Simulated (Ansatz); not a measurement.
Wanted: the native input for an Ansatz 0.2.0 run.

```
Task                  : relaxation of cell and atoms
Functional            : PBEsol
Potentials or basis   : Ansatz PAW
Cutoff                : 420 eV (not typed: the program's choice for these potentials)
k mesh                : 10 × 10 × 10
Occupations           : fermi-dirac, width 0.05 eV
Spin                  : no spin polarisation
Target pressure       : 2 GPa
Target pressure (GPa) : 2
```

Crystal: As.

```
As
1.0
     2.70368    0.00000    0.00000
     0.00000    2.70368    0.00000
     0.00000    0.00000    2.70368
As
1
Direct
  0.50000 0.50000 0.50000
```

This isn't the form of As at room conditions, which is rhombohedral.

One way to write it, as run:

input.yaml

```yaml
crystal:
  lattice:
    - [2.7036817444, 0.0, 0.0]
    - [0.0, 2.7036817444, 0.0]
    - [0.0, 0.0, 2.7036817444]
  atoms:
    - { symbol: As, position: [0.5, 0.5, 0.5] }
hamiltonian:
  xc: pbesol
  pseudopotentials: { kind: paw }
kpoints:
  mp_grid: { grid: [10, 10, 10] }
scf:
  occupations: { method: fermi_dirac, width: 0.05 }
output:
  forces: true
  stress: true
  eigenvalues: true
  write_density: true
  write_potential: true
  elf: true
  volumetric_format: npy
relax:
  f_tol: 0.01
  max_steps: 40
  cell: { stress_tol: 0.05, p_target: 2.0 }
```

Potentials or basis: Ansatz PAW.

Run with:

```console
$ ansatz run input.yaml --threads 2 --pin off --max-ram 5632MiB --backend cpu --events-out ev --progress --plain --runs-dir out
```

It gave:

| Item | Value |
| --- | --- |
| Relaxed volume | 19.01 Å³/atom |
| Relaxed cell | a = 2.669 Å, b = 2.669 Å, c = 2.669 Å, α = 90.00°, β = 90.00°, γ = 90.00° |
| Space group after relaxing (to 0.05 Å) | Pm-3m (No. 221) |
| Energy change on relaxing (the enthalpy is what falls) | +0.7 meV/atom |
| Ionic steps | 5 |
| Pressure after relaxing | 2.0 GPa |
| Band gap on the k mesh | none (metal or under the smearing width) |

Caveat: the plane-wave basis is chosen anew once the cell has moved, so the energies of steps on either side of that aren't comparable; the PAW data sets come from PBE, with cores solved anew for the run's functional, which leaves a small shift of forces and pressure.

Wall time 2.3 s on 2 threads of Arm Neoverse V2 (shared host), peak memory 0.28 GiB.
